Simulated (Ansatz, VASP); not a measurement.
This is a calculation of Mo for VASP 6.6.1. 

File INCAR:

```
PREC = Accurate
ENCUT = 600
EDIFF = 1E-7
ISMEAR = -1
SIGMA = 0.05
LREAL = False
LASPH = True
NELM = 80
ALGO = Fast
ISIF = 3
LWAVE = False
LCHARG = False
GGA = PS
IBRION = 2
NSW = 40
EDIFFG = -0.01
```

Contents of KPOINTS:

```
regular mesh
0
Gamma
  12 12 12
```

The input POSCAR:

```
Mo
1.0
   -1.5838089719      1.5838089719      1.5838089719
    1.5838089719     -1.5838089719      1.5838089719
    1.5838089719      1.5838089719     -1.5838089719
Mo
1
Direct
    0.0000000000      0.0000000000      0.0000000000
```

Potentials or basis: VASP PAW PBE potentials, release 64 (Mo_sv).

Run with:

```bash
$ cat potpaw_PBE.64/Mo_sv/POTCAR > POTCAR
$ mpirun -np 1 vasp_std > vasp.out
```

Question: What does the same run look like in Ansatz 0.2.0? Potentials or basis there: Ansatz PAW, cutoff 420 eV.

Answer: As run (cutoffs and basis follow the program's own potentials, and thresholds, step limits or extra output files can differ):

input.yaml

```yaml
crystal:
  lattice:
    - [-1.5838089719, 1.5838089719, 1.5838089719]
    - [1.5838089719, -1.5838089719, 1.5838089719]
    - [1.5838089719, 1.5838089719, -1.5838089719]
  atoms:
    - { symbol: Mo, position: [0.0, 0.0, 0.0] }
hamiltonian:
  xc: pbesol
  pseudopotentials: { kind: paw }
kpoints:
  mp_grid: { grid: [12, 12, 12] }
scf:
  occupations: { method: fermi_dirac, width: 0.05 }
output:
  forces: true
  stress: true
relax:
  f_tol: 0.01
  max_steps: 40
  cell: { stress_tol: 0.05 }
```

Potentials or basis: Ansatz PAW.

Run with:

```console
$ ansatz run input.yaml --threads 2 --pin off --max-ram 5632MiB --backend cpu --events-out ev --progress --plain --runs-dir out
```

Both were run:

|  | VASP | Ansatz |
| --- | --- | --- |
| Relaxed volume | 15.35 Å³/atom | 15.32 Å³/atom |
| Relaxed cell | a = 2.712 Å, b = 2.712 Å, c = 2.712 Å, α = 109.47°, β = 109.47°, γ = 109.47° | a = 2.710 Å, b = 2.710 Å, c = 2.710 Å, α = 109.47°, β = 109.47°, γ = 109.47° |
| Space group after relaxing | Im-3m (No. 229) | Im-3m (No. 229) |
| Pressure after relaxing | 0.0 GPa | 0.0 GPa |

Ansatz's pressure holds a Pulay term of +0.03 GPa for its cutoff of 420 eV, which the other run lacks.

VASP's potentials were made for PBE. Ansatz's potentials were made for PBE.

Where Ansatz's input types no cutoff or centring, it takes its own default and a Γ-centred mesh.

Pressure is positive in compression.
